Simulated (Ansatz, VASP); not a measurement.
**Two plane-wave programs on Cu**

```
Cu
1.0
     0.00000    1.81487    1.81487
     1.81487    0.00000    1.81487
     1.81487    1.81487    0.00000
Cu
1
Cartesian
  0.0000 0.0000 0.0000
```

Alike in both runs: functional PBE; k mesh 20 × 20 × 20; occupations gaussian, width 0.1 eV; no spin polarisation.

Ansatz relaxed the structure, and its values are those at the end. VASP's run is a single point on that final structure, the one shown.

|  | VASP | Ansatz |
| --- | --- | --- |
| version | VASP 6.6.1 | Ansatz 0.2.0 |
| potentials or method | VASP PAW PBE potentials, release 64 (Cu) | scalar-relativistic, plane waves, PAW |
| plane-wave cutoff (eV) | 520 | 420 |
| valence electrons in the cell | 11 | 19 |

Ansatz gave:

* gap on the k mesh at the Fermi level (eV): none
* pressure (GPa): 0.0

Q: Estimate VASP's values.

A: gap on the k mesh at the Fermi level (eV): none; pressure (GPa): 0.6.

A gap of «none» marks a metal or a gap that the smearing closes. The two sets of potentials don't hold the same shells in valence.
